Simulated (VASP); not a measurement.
# Ge (Cmmm) in VASP: a series of runs

The runs below take Ge through single point, with PBE.

Everything below comes from runs of VASP 6.6.1. Logs are shortened: lines on timing, memory, paths and dates and some standing lists are left out, and cuts for length are marked.

**1. The crystal as given**

Symmetry: Cmmm, No. 65, orthorhombic system. Conventional cell: a = 2.794 Å, b = 5.201 Å, c = 2.698 Å, α = 90.00°, β = 90.00°, γ = 90.00°. Ge (site symmetry mmm) is surrounded by 8 Ge at 2.70 to 2.95 Å.

This isn't the form of Ge at room conditions, which is diamond.

**2. Single point, PBE**

File INCAR:

```
PREC = Accurate ; ENCUT = 450
EDIFF = 1E-7 ; ISMEAR = 0
SIGMA = 0.05 ; LREAL = F
LASPH = T ; NELM = 100
ALGO = Normal ; ISIF = 2
LWAVE = F ; LCHARG = F
GGA = PE ; NBANDS = 13
ADDGRID = F
```

File KPOINTS:

```
Automatic mesh
0
Gamma
  8 8 7
```

File POSCAR:

```
Ge
1.0
    1.4161900000     -2.6475770000      0.0134350000
    1.3961930000      2.6368340000      0.0183540000
    0.0306960000      0.0025520000      2.6389690000
Ge
1
Direct
    0.4852650000      0.4800630000      0.0156560000
```

Potentials or basis: VASP PAW PBE potentials, release 64 (Ge_d).

On the command line:

```sh
> cat potpaw_PBE.64/Ge_d/POTCAR > POTCAR
> mpirun -np 1 vasp_std > vasp.out
```

OUTCAR:

```text
PREC = Accurate
   ENCUT = 450
   EDIFF = 1E-7
   ISMEAR = 0
   LREAL = F
   LASPH = T
   NELM = 100
   ISIF = 2
   GGA = PE

 Found    226 irreducible k-points:

 Following reciprocal coordinates:
            Coordinates               Weight
  0.000000  0.000000  0.000000      1.000000
  0.125000 -0.000000  0.000000      2.000000
  0.250000 -0.000000  0.000000      2.000000
  0.375000 -0.000000  0.000000      2.000000
  0.500000 -0.000000  0.000000      1.000000
 -0.000000  0.125000  0.000000      2.000000
   k-points           NKPTS =    226   k-points in BZ     NKDIM =    226   number of bands    NBANDS=     13
   number of dos      NEDOS =    301   number of ions     NIONS =      1
   total plane-waves  NPLWV =  10368
   dimension x,y,z NGX =    24 NGY =   24 NGZ =   18
   dimension x,y,z NGXF=    48 NGYF=   48 NGZF=   36
   ions per type =               1
   NGX,Y,Z   is equivalent  to a cutoff of  13.29, 13.37, 11.34 a.u.
   NGXF,Y,Z  is equivalent  to a cutoff of  26.58, 26.74, 22.68 a.u.
 SYSTEM =  unknown system
   PREC   = accura    normal or accurate (medium, high low for compatibility)
   ISTART =      0    job   : 0-new  1-cont  2-samecut
   ICHARG =      2    charge: 1-file 2-atom 10-const
   ISPIN  =      1    spin polarized calculation?
   LNONCOLLINEAR =      F non collinear calculations
   LSORBIT =      F    spin-orbit coupling
   LASPH  =      T    aspherical Exc in radial PAW
   ENCUT  =  450.0 eV  33.07 Ry    5.75 a.u.   5.19  5.16  4.56*2*pi/ulx,y,z
   NELM   =    100;   NELMIN=  2; NELMDL= -5     # of ELM steps
   EDIFF  = 0.1E-06   stopping-criterion for ELM
   LREAL  =      F    real-space projection
   EDIFFG = 0.1E-05   stopping-criterion for IOM
   NSW    =      0    number of steps for IOM
   IBRION =     -1    ionic relax: 0-MD 1-quasi-New 2-CG
   NFREE  =      0    steps in history (QN), initial steepest desc. (CG)
   ISIF   =      2    stress and relaxation
   ISYM   =      2    0-nonsym 1-usesym 2-fastsym
   POTIM  = 0.5000    time-step for ionic-motion
   TEBEG  =    0.0;   TEEND  =   0.0 temperature during run
   PSTRESS=    0.0 pullay stress
   NELECT =      14.0000    total number of electrons
   NUPDOWN=      -1.0000    fix difference up-down
   EMIN   =  10.00;   EMAX   =-10.00  energy-range for DOS
   EFERMI =   0.00;   METHOD = LEGACY
   ISMEAR =     0;   SIGMA  =   0.05  broadening in eV -4-tet -1-fermi 0-gaus
   EFERMI_NEDOS =   21; number of points for ismear=-14 and -15
   IALGO  =     38    algorithm
   IMIX   =      4    mixing-type and parameters
     AMIX     =   0.40;   BMIX     =  1.00
     AMIX_MAG =   1.60;   BMIX_MAG =  1.00
  volume/ion in A,a.u.               =      19.61       132.31
  Fermi-wavevector in a.u.,A,eV,Ry     =   1.463234  2.765111 29.130789  2.141053
  Thomas-Fermi vector in A             =   2.579353
   LORBIT       =      0    0 simple, 1 ext, 2 COOP (PROOUT), +10 PAW based schemes
   GGA     = PE    functional components
   LHFCALC =     F    Hartree Fock is set to
   AEXX    =    0.0000 exact exchange contribution
   IVDW    =     0    specifies the selected vdW correction
   LEPSILON=     F    determine dielectric tensor
   LRPA    =     F    only Hartree local field effects (RPA)
 non-spin polarized calculation
 Gauss-broadening in eV      SIGMA  =   0.05
  energy-cutoff  :      450.00
  volume of cell :       19.61
 maximum number of plane-waves:       435
 NGX is ok and might be reduce to    24

 number of electron      14.0000005 magnetization

 Free energy of the ion-electron system (eV)
  ---------------------------------------------------
  ext. energy  EPLUGINS =         0.00000000
  ---------------------------------------------------
  free energy    TOTEN  =        -4.24612428 eV

  energy without entropy =       -4.24508565  energy(sigma->0) =       -4.24560496

 E-fermi :   5.9608     XC(G=0): -11.0384

 val. band max:        5.9597331638   @ k =   0.3750   0.2500   0.4286
 cond. band min:       5.9760980458   @ k =  -0.1250   0.2500   0.2857
 fundamental gap:      0.0163648820
 Fermi energy:         5.9607621797

 k-point     1 :       0.0000    0.0000    0.0000
  band No.  band energies     occupation
      1     -18.5510      2.00000
      2     -18.4695      2.00000
      3     -18.4170      2.00000
      4     -18.3114      2.00000
      5     -18.2975      2.00000
      6      -6.6509      2.00000
      7      12.7539      0.00000
      8      13.7448      0.00000
      9      14.4154      0.00000
     10      16.7227      0.00000
     11      18.3577      0.00000
     12      20.7641      0.00000
     13      21.0479      0.00000

 k-point     2 :       0.1250   -0.0000    0.0000
  band No.  band energies     occupation
      1     -18.5416      2.00000
      2     -18.4558      2.00000
      3     -18.4179      2.00000
      4     -18.3137      2.00000
      5     -18.3036      2.00000
      6      -6.2827      2.00000
      7      11.1226      0.00000
      8      12.2379      0.00000
      9      14.1031      0.00000
     10      16.9392      0.00000
     11      18.2585      0.00000
     12      20.0460      0.00000
     13      22.9948      0.00000
[... 33 lines left out ...]
 k-point     5 :       0.5000   -0.0000    0.0000
  band No.  band energies     occupation
      1     -18.5160      2.00000
      2     -18.4394      2.00000
      3     -18.3478      2.00000
      4     -18.3319      2.00000
      5     -18.3179      2.00000
      6      -1.8366      2.00000
      7       0.9003      2.00000
      8       9.3917      0.00000
      9      13.4228      0.00000
     10      17.4038      0.00000
     11      23.1128      0.00000
     12      23.4466      0.00000
     13      24.1035      0.00000

 k-point     6 :      -0.0000    0.1250    0.0000
  band No.  band energies     occupation
      1     -18.5415      2.00000
      2     -18.4542      2.00000
      3     -18.4191      2.00000
      4     -18.3133      2.00000
      5     -18.3042      2.00000
      6      -6.2776      2.00000
      7      11.2116      0.00000
      8      12.1639      0.00000
      9      14.1075      0.00000
     10      16.8943      0.00000
     11      18.2079      0.00000
     12      20.0602      0.00000
     13      22.8253      0.00000

 [... further k-points ...]

------------------------ aborting loop because EDIFF is reached ----------------------------------------

  FORCE on cell =-STRESS in cart. coord.  units (eV):
  Direction    XX          YY          ZZ          XY          YZ          ZX
  --------------------------------------------------------------------------------------
  -------------------------------------------------------------------------------------
  Total        0.1780646     -0.5552757      0.2613475      0.0200664     -0.0055910     -0.0529774
  in kB       14.5504558    -45.3740705     21.3558798      1.6397140     -0.4568663     -4.3290247
  external PRESSURE =      -3.1559117 kB  Pullay stress =       0.0000000 kB

 VOLUME and BASIS-vectors are now :
 -----------------------------------------------------------------------------
  energy-cutoff  :      450.00
  volume of cell :       19.61
      direct lattice vectors                 reciprocal lattice vectors
     1.416190000 -2.647577000  0.013435000     0.354897238 -0.187889191 -0.003946402
     1.396193000  2.636834000  0.018354000     0.356347309  0.190588350 -0.004329273
     0.030696000  0.002552000  2.638969000    -0.004285175 -0.000368995  0.378986066

 POSITION                                       TOTAL-FORCE (eV/Angst)
 -----------------------------------------------------------------------------------
      1.35797     -0.01889      0.05665        -0.000000     -0.000000      0.000000
 -----------------------------------------------------------------------------------
    total drift:                                0.000054     -0.000164      0.000189

  FREE ENERGIE OF THE ION-ELECTRON SYSTEM (eV)
  ---------------------------------------------------
  free  energy   TOTEN  =        -4.2461242760 eV

  energy  without entropy=       -4.2450856482  energy(sigma->0) =       -4.24560496
```

It took 11 s on 1 thread of Intel Xeon 6975P-C (Granite Rapids), shared host; peak memory 0.15 GiB.

These settings aren't checked as converged: the numbers below hold their error.

What came out:

```
Free energy            : -4.2461 eV
Pressure               : -0.3 GPa
Band gap on the k mesh : none (metal or under the smearing width)
```

**3. Single point, PBE**

This run uses another cell than the first one, of the same volume but with other edges.

INCAR: that of step 2 with these lines changed.

```diff
@@ -1,2 +1,2 @@
-PREC = Accurate ; ENCUT = 450
+PREC = Accurate ; ENCUT = 300
 EDIFF = 1E-7 ; ISMEAR = 0
```

File KPOINTS:

```
Automatic mesh
0
Gamma
  11 11 10
```

File POSCAR:

```
Ge
1.0
    1.3971490000     -2.6005160000      0.0000000000
    1.3971490000      2.6005160000      0.0000000000
    0.0000000000      0.0000000000      2.6982310000
Ge
1
Direct
    0.5000000000      0.5000000000      0.0000000000
```

Potentials or basis: VASP PAW PBE potentials, release 64 (Ge_d).

On the command line:

```sh
> cat potpaw_PBE.64/Ge_d/POTCAR > POTCAR
> mpirun -np 1 vasp_std > vasp.out
```

OUTCAR:

```text
PREC = Accurate
   ENCUT = 300
   EDIFF = 1E-7
   ISMEAR = 0
   LREAL = F
   LASPH = T
   NELM = 100
   ISIF = 2
   GGA = PE

 Found    216 irreducible k-points:

 Following reciprocal coordinates:
            Coordinates               Weight
  0.000000  0.000000  0.000000      1.000000
  0.090909  0.000000  0.000000      4.000000
  0.181818 -0.000000  0.000000      4.000000
  0.272727 -0.000000  0.000000      4.000000
  0.363636 -0.000000  0.000000      4.000000
  0.454545 -0.000000  0.000000      4.000000
[... 172 lines left out ...]

------------------------ aborting loop because EDIFF is reached ----------------------------------------

  FORCE on cell =-STRESS in cart. coord.  units (eV):
  Direction    XX          YY          ZZ          XY          YZ          ZX
  --------------------------------------------------------------------------------------
  -------------------------------------------------------------------------------------
  Total       -0.0657302     -0.5353876     -0.2107606      0.0000000      0.0000000      0.0000000
  in kB       -5.3711107    -43.7489340    -17.2222002      0.0000000      0.0000000      0.0000000
  external PRESSURE =     -22.1140816 kB  Pullay stress =       0.0000000 kB

 VOLUME and BASIS-vectors are now :
 -----------------------------------------------------------------------------
  energy-cutoff  :      300.00
  volume of cell :       19.61
      direct lattice vectors                 reciprocal lattice vectors
     1.397149000 -2.600516000  0.000000000     0.357871637 -0.192269534  0.000000000
     1.397149000  2.600516000  0.000000000     0.357871637  0.192269534  0.000000000
     0.000000000  0.000000000  2.698231000     0.000000000  0.000000000  0.370613191

 POSITION                                       TOTAL-FORCE (eV/Angst)
 -----------------------------------------------------------------------------------
      1.39715      0.00000      0.00000        -0.000000      0.000000      0.000000
 -----------------------------------------------------------------------------------
    total drift:                                0.000000      0.000000      0.000000

  FREE ENERGIE OF THE ION-ELECTRON SYSTEM (eV)
  ---------------------------------------------------
  free  energy   TOTEN  =        -4.2648847487 eV

  energy  without entropy=       -4.2642156773  energy(sigma->0) =       -4.26455021
```

OSZICAR:

```text
N       E                     dE             d eps       ncg     rms          rms(c)
DAV:   1     0.525232694299E+02    0.52523E+02   -0.53565E+03  6056   0.214E+03
DAV:   2    -0.294532517840E+00   -0.52818E+02   -0.50760E+02  5936   0.320E+02
DAV:   3    -0.422943466684E+01   -0.39349E+01   -0.39245E+01  6446   0.582E+01
DAV:   4    -0.427359708206E+01   -0.44162E-01   -0.44159E-01  6456   0.658E+00
DAV:   5    -0.427399911798E+01   -0.40204E-03   -0.40203E-03  6559   0.684E-01    0.131E+00
DAV:   6    -0.426716851667E+01    0.68306E-02   -0.71394E-03  6966   0.178E+00    0.743E-01
DAV:   7    -0.426495377163E+01    0.22147E-02   -0.56263E-03  7242   0.138E+00    0.740E-02
DAV:   8    -0.426488362576E+01    0.70146E-04   -0.65892E-04  6776   0.537E-01    0.255E-02
DAV:   9    -0.426488513782E+01   -0.15121E-05   -0.15309E-05  7113   0.602E-02    0.796E-03
DAV:  10    -0.426488493627E+01    0.20155E-06   -0.61331E-07  6081   0.967E-03    0.154E-03
DAV:  11    -0.426488476767E+01    0.16860E-06   -0.12105E-07  4826   0.642E-03    0.189E-04
DAV:  12    -0.426488474866E+01    0.19013E-07   -0.78273E-09  3243   0.104E-03
   1 F= -.42648847E+01 E0= -.42645502E+01  d E =-.669071E-03
```

stdout:

```text
POSCAR found type information on POSCAR Ge
 POSCAR found :  1 types and       1 ions
 scaLAPACK will be used
 LDA part: xc-table for (Slater+PW92), standard interpolation
 POSCAR, INCAR and KPOINTS ok, starting setup
 FFT: planning ... GRIDC
 FFT: planning ... GRID_SOFT
 FFT: planning ... GRID
 WAVECAR not read
 entering main loop
```

It took 8.7 s on 1 thread of Intel Xeon 6975P-C (Granite Rapids), shared host; peak memory 0.13 GiB.

The run converged, but a check on its numbers failed (symmetry, net force, bounds or a known fault of this set-up), so they aren't taken as properties of the crystal.

Caveat: the cutoff lies under the usual one of these potentials, so the numbers hold a large basis-set error.

**4. Single point, PBE**

INCAR is that of step 3.

KPOINTS is that of step 3.

File POSCAR:

```
Ge
1.0
    1.4161900000     -2.6475770000      0.0134350000
    1.3961930000      2.6368340000      0.0183540000
    0.0306960000      0.0025520000      2.6389690000
Ge
1
Direct
    0.4852650000      0.4800630000      0.0156560000
```

On the command line:

```sh
> cat potpaw_PBE.64/Ge_d/POTCAR > POTCAR
> mpirun -np 1 vasp_std > vasp.out
```

It took 22 s on 1 thread of Intel Xeon 6975P-C (Granite Rapids), shared host; peak memory 0.17 GiB.

The run converged, but a check on its numbers failed (symmetry, net force, bounds or a known fault of this set-up), so they aren't taken as properties of the crystal.

Caveat: the cutoff lies under the usual one of these potentials, so the numbers hold a large basis-set error.

**5. Single point, PBE**

This run uses another cell than the first one, of the same volume but with other edges.

INCAR: that of step 4 with these lines changed.

```diff
@@ -1,2 +1,2 @@
-PREC = Accurate ; ENCUT = 300
+PREC = Accurate ; ENCUT = 350
 EDIFF = 1E-7 ; ISMEAR = 0
```

KPOINTS is that of step 4.

File POSCAR:

```
Ge
1.0
    1.3971490000     -2.6005160000      0.0000000000
    1.3971490000      2.6005160000      0.0000000000
    0.0000000000      0.0000000000      2.6982310000
Ge
1
Direct
    0.5000000000      0.5000000000      0.0000000000
```

Potentials or basis: VASP PAW PBE potentials, release 64 (Ge_d).

On the command line:

```sh
> cat potpaw_PBE.64/Ge_d/POTCAR > POTCAR
> mpirun -np 1 vasp_std > vasp.out
```

OUTCAR:

```text
PREC = Accurate
   ENCUT = 350
   EDIFF = 1E-7
   ISMEAR = 0
   LREAL = F
   LASPH = T
   NELM = 100
   ISIF = 2
   GGA = PE

 Found    216 irreducible k-points:

 Following reciprocal coordinates:
            Coordinates               Weight
  0.000000  0.000000  0.000000      1.000000
  0.090909  0.000000  0.000000      4.000000
  0.181818 -0.000000  0.000000      4.000000
  0.272727 -0.000000  0.000000      4.000000
  0.363636 -0.000000  0.000000      4.000000
  0.454545 -0.000000  0.000000      4.000000
   k-points           NKPTS =    216   k-points in BZ     NKDIM =    216   number of bands    NBANDS=     13
   number of dos      NEDOS =    301   number of ions     NIONS =      1
   total plane-waves  NPLWV =   5184
   dimension x,y,z NGX =    18 NGY =   18 NGZ =   16
   dimension x,y,z NGXF=    36 NGYF=   36 NGZF=   32
   ions per type =               1
   NGX,Y,Z   is equivalent  to a cutoff of  10.14, 10.14,  9.86 a.u.
   NGXF,Y,Z  is equivalent  to a cutoff of  20.27, 20.27, 19.72 a.u.
 SYSTEM =  unknown system
   PREC   = accura    normal or accurate (medium, high low for compatibility)
   ISTART =      0    job   : 0-new  1-cont  2-samecut
   ICHARG =      2    charge: 1-file 2-atom 10-const
   ISPIN  =      1    spin polarized calculation?
   LNONCOLLINEAR =      F non collinear calculations
   LSORBIT =      F    spin-orbit coupling
   LASPH  =      T    aspherical Exc in radial PAW
[... 69 lines left out ...]
      9      14.8606      0.00000
     10      16.3767      0.00000
     11      18.7125      0.00000
     12      21.0938      0.00000
     13      21.2216      0.00000
[... 66 lines left out ...]
  band No.  band energies     occupation
      1     -18.4879      2.00000
      2     -18.4052      2.00000
      3     -18.3328      2.00000
      4     -18.3087      2.00000
      5     -18.3057      2.00000
      6      -1.9699      2.00000
      7       1.4088      2.00000
      8       9.7084      0.00000
      9      13.7353      0.00000
     10      16.5959      0.00000
     11      21.7650      0.00000
     12      23.2797      0.00000
     13      23.7458      0.00000

 [... further k-points ...]

------------------------ aborting loop because EDIFF is reached ----------------------------------------

  FORCE on cell =-STRESS in cart. coord.  units (eV):
  Direction    XX          YY          ZZ          XY          YZ          ZX
  --------------------------------------------------------------------------------------
  -------------------------------------------------------------------------------------
  Total        0.1285249     -0.3398553     -0.0131818      0.0000000      0.0000000      0.0000000
  in kB       10.5023469    -27.7711078     -1.0771429      0.0000000      0.0000000      0.0000000
  external PRESSURE =      -6.1153013 kB  Pullay stress =       0.0000000 kB

 VOLUME and BASIS-vectors are now :
 -----------------------------------------------------------------------------
  energy-cutoff  :      350.00
  volume of cell :       19.61
      direct lattice vectors                 reciprocal lattice vectors
     1.397149000 -2.600516000  0.000000000     0.357871637 -0.192269534  0.000000000
     1.397149000  2.600516000  0.000000000     0.357871637  0.192269534  0.000000000
     0.000000000  0.000000000  2.698231000     0.000000000  0.000000000  0.370613191

 POSITION                                       TOTAL-FORCE (eV/Angst)
 -----------------------------------------------------------------------------------
      1.39715      0.00000      0.00000         0.000000      0.000000      0.000000
 -----------------------------------------------------------------------------------
    total drift:                                0.000000      0.000000      0.000000

  FREE ENERGIE OF THE ION-ELECTRON SYSTEM (eV)
  ---------------------------------------------------
  free  energy   TOTEN  =        -4.2678597381 eV

  energy  without entropy=       -4.2671913425  energy(sigma->0) =       -4.26752554
```

It took 9 s on 1 thread of Intel Xeon 6975P-C (Granite Rapids), shared host; peak memory 0.13 GiB.

These settings aren't checked as converged: the numbers below hold their error.

Results:

| Item | Value |
| --- | --- |
| Free energy | -4.2679 eV |
| Band gap on the k mesh | none (metal or under the smearing width) |

Caveat: the cutoff is under 1.25 times the usual one of these potentials, so pressure, stress and relaxed cells hold a basis-set (Pulay) error.

**6. Single point, PBE**

INCAR is that of step 5.

KPOINTS is that of step 5.

File POSCAR:

```
Ge
1.0
    1.4161900000     -2.6475770000      0.0134350000
    1.3961930000      2.6368340000      0.0183540000
    0.0306960000      0.0025520000      2.6389690000
Ge
1
Direct
    0.4852650000      0.4800630000      0.0156560000
```

Potentials or basis: VASP PAW PBE potentials, release 64 (Ge_d).

On the command line:

```sh
> cat potpaw_PBE.64/Ge_d/POTCAR > POTCAR
> mpirun -np 1 vasp_std > vasp.out
```

Run time: 23 s. Hardware: 1 thread of Intel Xeon 6975P-C (Granite Rapids), shared host; peak memory 0.18 GiB.

These settings aren't checked as converged: the numbers below hold their error.

Results:

```
Free energy            : -4.2541 eV
Band gap on the k mesh : none (metal or under the smearing width)
```

Caveat: the cutoff is under 1.25 times the usual one of these potentials, so pressure, stress and relaxed cells hold a basis-set (Pulay) error.

**7. For comparison**

An earlier run on the cell as given: functional PBE; potentials or basis VASP PAW PBE potentials, release 64 (Ge_d); cutoff 520 eV; k mesh 11 × 11 × 10; occupations fermi-dirac, width 0.05 eV; no spin polarisation.

- Pressure: -0.6 GPa
- Band gap on the k mesh: none (metal or under the smearing width)
